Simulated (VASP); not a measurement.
# SnO2 (P1) in VASP: further runs

Runs on SnO2. Level: PBE. Tasks: single point.

All numbers are computed with VASP 6.6.1; they aren't measurements. Logs are shortened: lines on timing, memory, paths and dates and some standing lists are left out, and cuts for length are marked.

## Step 1: Starting point

The typed cell holds 18 atoms: a = 5.895 Å, b = 5.962 Å, c = 7.705 Å, α = 72.65°, β = 73.48°, γ = 71.90°.

The cell comes from a database or a generator and needn't be the stable form of this composition.

## Step 2: Single point, PBE

The input, INCAR:

```
PREC = Accurate
ENCUT = 520
EDIFF = 1E-6
ISMEAR = -1
SIGMA = 0.1551
LREAL = Auto
LASPH = T
NELM = 100
ALGO = Fast
ISIF = 2
LWAVE = F
LCHARG = T
GGA = PE
LELF = T
LVHAR = T
NBANDS = 93
```

The input, KPOINTS:

```
Automatic mesh
0
Gamma
  2 2 2
  0.5 0.5 0.5
```

The input, POSCAR:

```
SnO2
1.0
    4.8819102722      0.0000000000     -3.3044611570
    0.0000000000      4.9620294086     -3.3044611570
    4.8819102722      4.9620294086      3.3044611570
Sn O
6 12
Direct
   -0.0113020642      0.0030222992      0.5093988879
    0.6804283360      0.6716314772      0.8438426123
    0.3299270517      0.3266324320      0.1671701633
   -0.0052308761      0.0067377088     -0.0029253574
    0.6686721829      0.6632215152      0.3268000255
    0.3415515801      0.3376545517      0.6641029130
    0.0765443775      0.1010716092      0.2005573972
    0.7165484339      0.7923345911      0.5375821540
    0.4486441543      0.4181031384      0.8715949817
    0.2894489904      0.6838956386      0.4899045388
    0.9750962477      0.3404212654      0.8011701145
    0.6436350495      0.0144700507      0.1696566291
    0.6972073197      0.3028149644      0.5100631280
    0.3538636237      0.9895081505      0.8350429060
    0.0018269693      0.6197589099      0.1584910121
    0.2458659393      0.2111496799      0.4625678104
    0.9516362679      0.8544415803      0.7867860968
    0.5696613552      0.6059927875      0.1143370827
```

Potentials or basis: VASP PAW PBE potentials, release 64 (Sn_d, O).

Command:

```console
$ cat potpaw_PBE.64/Sn_d/POTCAR potpaw_PBE.64/O/POTCAR > POTCAR
$ mpirun -np 1 vasp_std > vasp.out
```

OUTCAR:

```text
PREC = Accurate
   ENCUT = 520
   EDIFF = 1E-6
   ISMEAR = -1
   LREAL = Auto
   LASPH = T
   NELM = 100
   ISIF = 2
   GGA = PE

 ion  position               nearest neighbor table
   1  0.989  0.003  0.509-  17 2.03  13 2.06  16 2.14  10 2.17   7 2.22   8 2.26   2 3.22   3 3.33
                             6 3.75
   2  0.680  0.672  0.844-  18 1.96  17 2.08   8 2.22  11 2.23  14 2.24   9 2.26   1 3.22   3 3.37
                             5 3.69   4 3.71
   3  0.330  0.327  0.167-  16 2.13   9 2.14  15 2.17  12 2.18   7 2.22  18 2.38   1 3.33   2 3.37
[... 5 lines left out ...]
   6  0.342  0.338  0.664-  13 2.08  10 2.08  14 2.09   9 2.10  11 2.12  16 2.18   5 3.27   4 3.34
                             1 3.75
   7  0.077  0.101  0.201-   4 2.03   3 2.22   1 2.22
   8  0.717  0.792  0.538-   5 2.11   2 2.22   1 2.26
   9  0.449  0.418  0.872-   6 2.10   3 2.14   2 2.26
  10  0.289  0.684  0.490-   6 2.08   1 2.17   5 2.22
  11  0.975  0.340  0.801-   4 2.10   6 2.12   2 2.23
  12  0.644  0.014  0.170-   5 2.07   4 2.11   3 2.18
  13  0.697  0.303  0.510-   1 2.06   6 2.08   5 2.18
  14  0.354  0.990  0.835-   6 2.09   4 2.12   2 2.24
  15  0.002  0.620  0.158-   5 2.01   3 2.17   4 2.26
  16  0.246  0.211  0.463-   3 2.13   1 2.14   6 2.18
  17  0.952  0.854  0.787-   1 2.03   2 2.08   4 2.18
  18  0.570  0.606  0.114-   2 1.96   5 2.03   3 2.38

  LATTYP: Found a triclinic cell.
 ALAT       =    14.0905807019
 B/A-ratio  =     1.0484010288
 C/A-ratio  =     1.0540691462
 COS(alpha) =     0.0062240140
 COS(beta)  =     0.5122358678
 COS(gamma) =     0.8584964433

  Lattice vectors:

 A1 = (   4.8819102722,   0.0000000000, -13.2178446280)
 A2 = (   9.7638205444,   4.9620294086,  -9.9133834710)
 A3 = (  -4.8819102722,  -9.9240588172,  -9.9133834710)

Analysis of symmetry for initial positions (statically):
=====================================================================
 Subroutine PRICEL returns:
 Original cell was already a primitive cell.

 Routine SETGRP: Setting up the symmetry group for a
 triclinic supercell.

 Subroutine GETGRP returns: Found  1 space group operations
 (whereof  1 operations were pure point group operations)
 out of a pool of  2 trial point group operations.

The static configuration has the point symmetry C_1 .

Analysis of symmetry for dynamics (positions and initial velocities):
=====================================================================
 Subroutine PRICEL returns:
 Original cell was already a primitive cell.

 Routine SETGRP: Setting up the symmetry group for a
 triclinic supercell.

[... 123 lines left out ...]
   POTIM  = 0.5000    time-step for ionic-motion
   TEBEG  =    0.0;   TEEND  =   0.0 temperature during run
   PSTRESS=    0.0 pullay stress
   NELECT =     156.0000    total number of electrons
   NUPDOWN=      -1.0000    fix difference up-down
   EMIN   =  10.00;   EMAX   =-10.00  energy-range for DOS
   EFERMI =   0.00;   METHOD = LEGACY
   ISMEAR =    -1;   SIGMA  =   0.16  broadening in eV -4-tet -1-fermi 0-gaus
   EFERMI_NEDOS =   21; number of points for ismear=-14 and -15
   IALGO  =     68    algorithm
   IMIX   =      4    mixing-type and parameters
     AMIX     =   0.40;   BMIX     =  1.00
     AMIX_MAG =   1.60;   BMIX_MAG =  1.00
  volume/ion in A,a.u.               =      13.34        90.03
  Fermi-wavevector in a.u.,A,eV,Ry     =   1.417836  2.679322 27.351236  2.010259
  Thomas-Fermi vector in A             =   2.539025
   LORBIT       =      0    0 simple, 1 ext, 2 COOP (PROOUT), +10 PAW based schemes
   GGA     = PE    functional components
   LHFCALC =     F    Hartree Fock is set to
   AEXX    =    0.0000 exact exchange contribution
   IVDW    =     0    specifies the selected vdW correction
   LEPSILON=     F    determine dielectric tensor
   LRPA    =     F    only Hartree local field effects (RPA)
 non-spin polarized calculation
 RMM-DIIS sequential band-by-band and
  energy-cutoff  :      520.00
  volume of cell :      240.14
 maximum number of plane-waves:      6481
 NGX is ok and might be reduce to    48
   NGX = 21   NGY = 23   NGZ = 29

 number of electron     156.0000003 magnetization

 Free energy of the ion-electron system (eV)
  ---------------------------------------------------
  ext. energy  EPLUGINS =         0.00000000
  ---------------------------------------------------
  free energy    TOTEN  =      -110.00965426 eV

  energy without entropy =     -110.00050375  energy(sigma->0) =     -110.00507901

 E-fermi :   5.6910     XC(G=0): -10.6834

 val. band max:        4.7757616661   @ k =   0.2500   0.2500   0.2500
 cond. band min:       6.4319969551   @ k =   0.2500   0.2500   0.2500
 fundamental gap:      1.6562352890
 Fermi energy:         5.6910202252

 k-point     1 :       0.2500    0.2500    0.2500
  band No.  band energies     occupation
      1     -16.1157      2.00000
      2     -16.0606      2.00000
      3     -15.8994      2.00000
      4     -15.8460      2.00000
      5     -15.8015      2.00000
      6     -15.7309      2.00000
[... 361 lines left out ...]
     89      12.6551      0.00000
     90      13.0212      0.00000
 [bands above 90 left out]

------------------------ aborting loop because EDIFF is reached ----------------------------------------

  FORCE on cell =-STRESS in cart. coord.  units (eV):
  Direction    XX          YY          ZZ          XY          YZ          ZX
  --------------------------------------------------------------------------------------
  -------------------------------------------------------------------------------------
  Total       -9.5376723    -10.5016767    -11.5115436      0.7139697      1.7211779      0.9664237
  in kB      -63.6329336    -70.0645270    -76.8021029      4.7634249     11.4832631      6.4477342
  external PRESSURE =     -70.1665212 kB  Pullay stress =       0.0000000 kB

 VOLUME and BASIS-vectors are now :
 -----------------------------------------------------------------------------
  energy-cutoff  :      520.00
  volume of cell :      240.14
      direct lattice vectors                 reciprocal lattice vectors
     4.881910272  0.000000000 -3.304461157     0.136558566 -0.067176815 -0.100873733
     0.000000000  4.962029409 -3.304461157    -0.068279283  0.134353631 -0.100873733
     4.881910272  4.962029409  3.304461157     0.068279283  0.067176815  0.100873733

 POSITION                                       TOTAL-FORCE (eV/Angst)
 -----------------------------------------------------------------------------------
      7.31357      2.54265     -1.59381        -0.467581     -1.646747     -0.950904
      7.44135      7.51983     -1.67938        -2.132576     -1.953693     -0.762367
      2.42678      2.45026     -1.61717        -0.425098     -0.300447      0.165209
      9.72400      4.98095     -0.01465         0.190394     -0.800825     -0.065306
      4.85981      4.91252     -3.32129         0.499301      1.458080      1.523590
      4.90952      4.97075     -0.04991        -0.476926     -0.115841      0.751292
[... 10 lines left out ...]
      8.48682      8.14382     -3.36821        -0.194088      0.922189      0.809112
      3.33922      3.57430     -3.50708        -0.444929     -0.759857      2.606461
 -----------------------------------------------------------------------------------
    total drift:                                0.005832     -0.024043     -0.008212

  FREE ENERGIE OF THE ION-ELECTRON SYSTEM (eV)
  ---------------------------------------------------
  free  energy   TOTEN  =      -110.0096542583 eV

  energy  without entropy=     -110.0005037536  energy(sigma->0) =     -110.00507901
```

stdout:

```text
POSCAR found type information on POSCAR SnO
 POSCAR found :  2 types and      18 ions
 scaLAPACK will be used
 LDA part: xc-table for (Slater+PW92), standard interpolation
 POSCAR, INCAR and KPOINTS ok, starting setup
 FFT: planning ... GRIDC
 FFT: planning ... GRID_SOFT
 FFT: planning ... GRID
 WAVECAR not read
 entering main loop
```

Wall time 3.3 min (1 thread of Intel Xeon Platinum 8488C (Sapphire Rapids), shared host); peak memory 0.36 GiB.

Results:

```yaml
Free_energy: -110.0097 eV
Pressure: -7.0 GPa
Largest_force: 2.991 eV/Å
Band_gap_on_the_k_mesh: 1.66 eV, direct
```

Forces in eV/Å, atoms in the order of the input:
```
Sn  -0.468 -1.647 -0.951
Sn  -2.133 -1.954 -0.762
Sn  -0.425 -0.300  0.165
Sn   0.190 -0.801 -0.065
Sn   0.499  1.458  1.524
Sn  -0.477 -0.116  0.751
O    1.277  1.015 -0.263
O    1.555  0.537 -0.376
O    0.650  1.148  0.006
O    0.261 -0.426 -0.510
O   -0.376  1.426  0.394
O   -0.936  0.705 -0.929
O   -0.526  0.219 -0.528
O    1.023 -0.753  0.177
O    1.269 -0.318 -1.574
O   -0.745 -0.355 -0.473
O   -0.194  0.922  0.809
O   -0.445 -0.760  2.606
```

Levels at points of the mesh, in eV from the valence-band top:
```
           k point  band 75  band 76  band 77  band 78  band 79  band 80  band 81  band 82
(0.25, 0.25, 0.25)    -0.53    -0.49    -0.32     0.00     1.66     3.53     4.15     4.26
```

Caveat: the k mesh is coarse (spacing up to 0.57 Å⁻¹), so the values aren't converged; spin-orbit coupling is left out, which moves the levels of the heavy elements; forces of over 1 eV/Å show positions far from the minimum, so gaps and moduli don't describe the material at rest.

## Step 3: Single point, PBE

The input, INCAR:

```
SYSTEM = SnO2
PREC = Accurate ; ENCUT = 520
EDIFF = 1E-6 ; ISMEAR = -1
SIGMA = 0.1551 ; LREAL = Auto
LASPH = .True. ; NELM = 100
ALGO = Fast ; ISIF = 2
LWAVE = .False. ; LCHARG = .True.
GGA = PE ; LELF = .True.
LVHAR = .True. ; NBANDS = 93
```

KPOINTS is that of step 2.

The input, POSCAR:

```
SnO2
1.0
    4.8819102722      0.0000000000     -3.3044611570
    0.0000000000      4.9620294086     -3.3044611570
    4.8819102722      4.9620294086      3.3044611570
Sn O
6 12
Direct
   -0.0021792760     -0.0004561865      0.4958688085
    0.6580192969      0.6584666538      0.8372689393
    0.3411267228      0.3325515479      0.1601676197
    0.0121998133     -0.0192620291     -0.0012213240
    0.6495566321      0.6922215893      0.3399601207
    0.3384502486      0.3245031196      0.6622727732
    0.0718251550      0.1203185541      0.2098594568
    0.8225591344      0.7245318730      0.5459922374
    0.3807880455      0.4622664391      0.8851493961
    0.2925732108      0.7132227426      0.4746049615
    0.9753667224      0.3584504274      0.8576759803
    0.6447848374      0.0361114478      0.1940816660
    0.6662233638      0.3230177547      0.5034263597
    0.3707833526      0.9775053341      0.8035139369
    0.0485689752      0.6721445201      0.1853802243
    0.2063356003      0.2527218334      0.4641802054
    0.9169029181      0.8948733480      0.7888615338
    0.6242622975      0.5536903638      0.1294404121
```

Potentials or basis: VASP PAW PBE potentials, release 64 (Sn_d, O).

Command:

```console
$ cat potpaw_PBE.64/Sn_d/POTCAR potpaw_PBE.64/O/POTCAR > POTCAR
$ mpirun -np 1 vasp_std > vasp.out
```

It took 3.3 min on 1 thread of Intel Xeon Platinum 8488C (Sapphire Rapids), shared host; peak memory 0.36 GiB.

Results (log left out):

```yaml
Free_energy: -109.4204 eV
Pressure: -6.4 GPa
Largest_force: 2.846 eV/Å
Band_gap_on_the_k_mesh: 1.69 eV, direct
```

Forces on the atoms (eV/Å):
```
Sn  -0.237  1.054 -0.339
Sn   1.257 -0.123 -1.319
Sn   0.408  1.829  2.142
Sn  -0.831  1.344 -1.463
Sn   1.336 -0.974  0.326
Sn  -2.130  1.628  0.376
O    0.658 -0.055 -1.340
O   -1.570  0.406  0.981
O    0.558 -0.643 -1.672
O    1.612 -0.430  0.411
O   -0.168 -1.112 -0.186
O   -0.966 -0.163 -0.811
O    1.136 -0.671 -0.856
O    0.977 -0.101  1.470
O    0.333 -1.202  1.172
O   -0.140 -0.706 -0.242
O   -0.406  0.327  0.807
O   -1.828 -0.410  0.544
```

Stress tensor (GPa, compression positive):
```
-6.15 -1.11  1.60
-1.11 -6.90 -0.42
 1.60 -0.42 -6.10
```

Levels at points of the mesh, in eV from the valence-band top:
| k point | band 74 | band 75 | band 76 | band 77 | band 78 | band 79 | band 80 | band 81 | band 82 | band 83 |
| --- | --- | --- | --- | --- | --- | --- | --- | --- | --- | --- |
| (0.25, 0.25, 0.25) | -0.58 | -0.56 | -0.44 | -0.28 | 0.00 | 1.69 | 3.65 | 3.94 | 4.39 | 4.89 |

Caveat: the k mesh is coarse (spacing up to 0.57 Å⁻¹), so the values aren't converged; spin-orbit coupling is left out, which moves the levels of the heavy elements; forces of over 1 eV/Å show positions far from the minimum, so gaps and moduli don't describe the material at rest. A k mesh can miss the band edges.
